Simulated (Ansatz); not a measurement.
A crystal relaxed with r2SCAN in Ansatz has space group F-43m (No. 216) and a = 7.932 Å.

```json
{"atom": "K", "site": "4a", "x": "0.0000", "y": "0.0000", "z": "0.0000"}
{"atom": "Xx", "site": "4d", "x": "0.2500", "y": "0.2500", "z": "0.7500"}
```

r2SCAN gives an indirect gap of 4.47 eV, from K–Γ (0.61 of the way from K) to Γ; the least direct gap is 4.48 eV at Γ. Least and direct gap differ so little that the kind isn't settled. With HSE06 the valence top lies at K–Γ (0.61 of the way from K) and the conduction bottom at Γ, 4.880 eV higher; the smallest vertical gap, at Γ, is 4.882 eV. Least and direct gap differ so little that the kind isn't settled. Meshes: r2SCAN 6×6×6, HSE06 4×4×4. r2SCAN's ε∞ is 2.1 in all directions.

Q: Which element is Xx?
A. Cl
B. I
C. F
D. H

A: B. Xx is I: zincblende KI. Around K lie 4 I at 3.43 Å; around I lie 4 K at 3.43 Å.

No spin polarisation and no zero-point or thermal motion; the cell was built from a prototype and may be hypothetical.

Spin-orbit coupling is left out, which matters wherever the heavy atoms make up the band edges.

Where an edge lies off the special points, it is a point of the mesh or the k point where a search put PBE's edge or least direct gap, reused for the other functionals, whose own edges may lie a little apart.

The meshes of the hybrids are coarse, so their gaps aren't converged to the digits shown.
